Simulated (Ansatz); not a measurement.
**BaS in the WC-type structure**

Level of theory: DFT, r²SCAN, scalar-relativistic, no spin polarisation; plane waves to 500 eV with PAW datasets (Ansatz 0.2.0), Γ-centred 6×6×6 mesh, 0.05 eV Gaussian smearing. The datasets are Ansatz's generated set soft_2.

```
Ba S
1.0
     4.36012    0.00000    0.00000
    -2.18006    3.77598    0.00000
     0.00000    0.00000    3.97485
Ba S
1 1
Cartesian
  0.0000 0.0000 0.0000
  2.1801 1.2587 1.9874
```

This is a trial structure; measured cells of the compound in the Crystallography Open Database are in space group Fm-3m (rock salt).

Cell and atoms are those of this level's equilibrium.

Elastic constants come from the stress of slightly strained cells with relaxed atoms, in GPa, Voigt order xx, yy, zz, yz, xz, xy in the Cartesian frame of the vectors above.

Q: Give the elastic tensor.

A: 
```
 65  34  18   0   0   0
 34  65  18   0   0   0
 18  18 111   0   0   0
  0   0   0  15   0   0
  0   0   0   0  15   0
  0   0   0   0   0  15
```

Q: Is the crystal mechanically stable, and what are its polycrystalline moduli?

A: Stable against homogeneous strain: the smallest eigenvalue of the tensor is 15.4 GPa. Hill averages: K = 42 GPa, G = 19.2 GPa, E = 50 GPa, ν = 0.30.

The equation of state, an independent route, gives B0 = 41 GPa; its match is the Reuss value, 41 GPa, which holds for uniform pressure.

Cost: 75 s on 2 threads of Arm Neoverse V1 (shared host), peak memory 0.54 GiB.

For elements this heavy, spin–orbit coupling would shift levels and gaps; it isn't included here.
